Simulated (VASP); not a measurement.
Set up this calculation in VASP 6.6.1, as the native input.

```yaml
Task: single point
Functional: PBE
Dispersion: D3(BJ)
Potentials_or_basis: VASP PAW PBE potentials, release 64 (K_sv)
Cutoff: 520 eV
k_mesh: 10 × 10 × 6
Occupations: gaussian, width 0.1 eV
Spin: no spin polarisation
Dipole_correction: no
Further_INCAR_settings: ALGO = Fast; EDIFF = 1e-07; NBANDS = 16
```

The structure of K lies in POSCAR:

```
K
1.0
    2.3223796014     -3.9944792007      0.0000000000
    2.3223796014      3.9944792007      0.0000000000
    0.0000000000      0.0000000000      7.4776197609
K
2
Direct
    0.8327984899      0.1672015101      0.2500000000
    0.1672015101      0.8327984899      0.7500000000
```

This isn't the form of K at room conditions, which is bcc.

These files were run (other wordings do the same):

INCAR

```
PREC     = Accurate       # precision mode
ENCUT    = 520            # plane-wave cutoff, eV
EDIFF    = 1E-7           # SCF threshold, eV
ISMEAR   = 0              # smearing method
SIGMA    = 0.1            # smearing width, eV
LREAL    = F              # projectors in reciprocal space
LASPH    = T              # aspherical terms in the spheres
NELM     = 100            # most SCF steps
ALGO     = Fast           # electronic algorithm
ISIF     = 2              # what is computed and relaxed
LWAVE    = F              # write WAVECAR
LCHARG   = F              # write CHGCAR
GGA      = PE             # functional
IVDW     = 12             # dispersion correction
NBANDS   = 16             # bands
```

KPOINTS

```
Automatic mesh
0
Gamma
  10 10 6
```

Potentials or basis: VASP PAW PBE potentials, release 64 (K_sv).

Launch:

```sh
$ cat potpaw_PBE.64/K_sv/POTCAR > POTCAR
$ mpirun -np 1 vasp_std > vasp.out
```

It gave:

| Item | Value |
| --- | --- |
| Pressure | 0.0 GPa |
| Band gap on the k mesh | none (metal or under the smearing width) |
| Dispersion energy per atom | -0.120 eV |

Caveat: pairwise dispersion overbinds metals, which lowers pressure and volume.

Run time: 3 min on 1 thread of AMD EPYC 9R45 (Zen 5) (shared host), peak memory 0.37 GiB.
